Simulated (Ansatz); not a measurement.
The system is I.

```
CELL_PARAMETERS angstrom
3.63503 -2.39502 0.00000
3.63503 2.39502 0.00000
0.00000 0.00000 9.79344
ATOMIC_POSITIONS crystal
I 0.64930 0.35070 0.38440
I 0.14930 0.85070 0.11560
I 0.35070 0.64930 0.61560
I 0.85070 0.14930 0.88440
```

- Program: Ansatz 0.2.0
- Task: relaxation of cell and atoms
- Functional: BLYP
- Potentials or basis: Ansatz PAW
- Cutoff: 420 eV (not typed: the program's choice for these potentials)
- k mesh: 7 × 7 × 3
- Occupations: fermi-dirac, width 0.05 eV
- Spin: no spin polarisation

At the start: volume 42.63 Å³/atom.

Question: How do energy, volume and symmetry change on relaxing?

Answer: It ends after 27 steps and the volume is 79.82 Å³/atom (+87.2 %); space group Cmce (No. 64, to 0.05 Å).

The path:
```csv
step,energy change (eV),largest force (eV/Å),volume (Å³)
1,0.0000,1.1008,170.52
2,-0.3188,0.0675,191.08
3,-0.3936,0.0525,201.49
4,-0.4323,0.0383,211.15
5,-0.4380,0.0017,215.93
6,-0.4393,0.0072,213.15
7,-0.4658,0.0073,213.15
8,-0.4856,0.0111,218.33
9,-0.5089,0.0238,227.13
10,-0.5244,0.0067,235.77
11,-0.5292,0.0044,244.88
12,-0.5295,0.0005,243.36
13,-0.5295,0.0007,243.68
14,-0.5413,0.0006,243.68
15,-0.5490,0.0033,249.24
16,-0.5585,0.0045,257.82
17,-0.5656,0.0046,266.51
18,-0.5684,0.0054,275.43
19,-0.5684,0.0018,275.30
20,-0.5755,0.0017,275.30
21,-0.5805,0.0003,283.61
22,-0.5849,0.0014,292.75
23,-0.5880,0.0012,301.73
24,-0.5907,0.0012,301.73
25,-0.5937,0.0006,310.50
26,-0.5961,0.0004,319.28
27,-0.5974,0.0004,319.28
```

Final structure:
```yaml
crystal:
  lattice:
    - [6.40345, -2.49270, 0.00000]
    - [6.40345, 2.49270, 0.00000]
    - [0.00000, 0.00000, 10.00146]
  atoms:
    - { symbol: I, position: [0.64809, 0.35191, 0.37890] }
    - { symbol: I, position: [0.14809, 0.85191, 0.12110] }
    - { symbol: I, position: [0.35191, 0.64809, 0.62110] }
    - { symbol: I, position: [0.85191, 0.14809, 0.87890] }
```

Caveat: the volume moved by over 15 % at a fixed basis, so the end points are rough; the plane-wave basis is chosen anew once the cell has moved, so the energies of steps on either side of that aren't comparable; the volume moved by +87 % from the deposited cell, more than functionals usually miss; the PAW data sets come from PBE, with cores solved anew for the run's functional, which leaves a small shift of forces and pressure.
